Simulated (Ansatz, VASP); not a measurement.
**Two plane-wave programs on Ta2H**

File INCAR:

```
  PREC = Accurate
  ENCUT = 520
  EDIFF = 1E-7
  ISMEAR = 0
  SIGMA = 0.3
  LREAL = False
  LASPH = True
  NELM = 80
  ALGO = Normal
  ISIF = 2
  LWAVE = False
  LCHARG = True
  GGA = PS
  LELF = True
  LVHAR = True
  NBANDS = 18
```

Contents of KPOINTS:

```
Automatic mesh
0
Gamma
  8 8 8
```

POSCAR

```
Ta2H
1.0
    3.3724360000      0.0000000000      0.0000000000
    0.0000000000      3.3724360000      0.0000000000
    0.0000000000      0.0000000000      3.4101120000
Ta H
2 1
Direct
    0.5000000000      0.0000000000      0.7413230000
    0.0000000000      0.5000000000      0.2586770000
    0.0000000000      0.0000000000      0.0000000000
```

Input for Ansatz:

```yaml
crystal:
  lattice:
    - [3.372436, 0.0, 0.0]
    - [0.0, 3.372436, 0.0]
    - [0.0, 0.0, 3.410112]
  atoms:
    - { symbol: Ta, position: [0.5, 0.0, 0.741323] }
    - { symbol: Ta, position: [0.0, 0.5, 0.258677] }
    - { symbol: H, position: [0.0, 0.0, 0.0] }
kpoints:
  mp_grid:
    grid: [8, 8, 8]
    shift: [0.0, 0.0, 0.0]
hamiltonian:
  xc: pbesol
  pseudopotentials:
    kind: paw
scf:
  occupations:
    method: gaussian
    width: 0.3
output:
  stress: true
```

The cell comes from a database or a generator and needn't be the stable form of this composition.

Alike in both runs: task single point; functional PBEsol; k mesh 8 × 8 × 8; occupations gaussian, width 0.3 eV; no spin polarisation.

|  | VASP | Ansatz |
| --- | --- | --- |
| version | VASP 6.6.1 | Ansatz 0.2.0 |
| potentials or method | VASP PAW PBE potentials, release 64 (Ta_pv, H) | plane waves, PAW |
| plane-wave cutoff (eV) | 520 | 420 |
| valence electrons in the cell | 23 | 27 |

```tsv
	VASP	Ansatz	Ansatz less VASP
pressure (GPa)	-4.1	-4.2	-0.16
largest component of the traceless stress (GPa)	0.26	0.23	-0.028
```

The functional is the same, so the differences come from potentials, cutoffs and numerics. The two sets of potentials don't hold the same shells in valence.

Caveats: the PAW data sets were made with another functional, which shifts forces and pressure a little (VASP). The runs have no spin-orbit coupling, so splittings on Ta are missing.
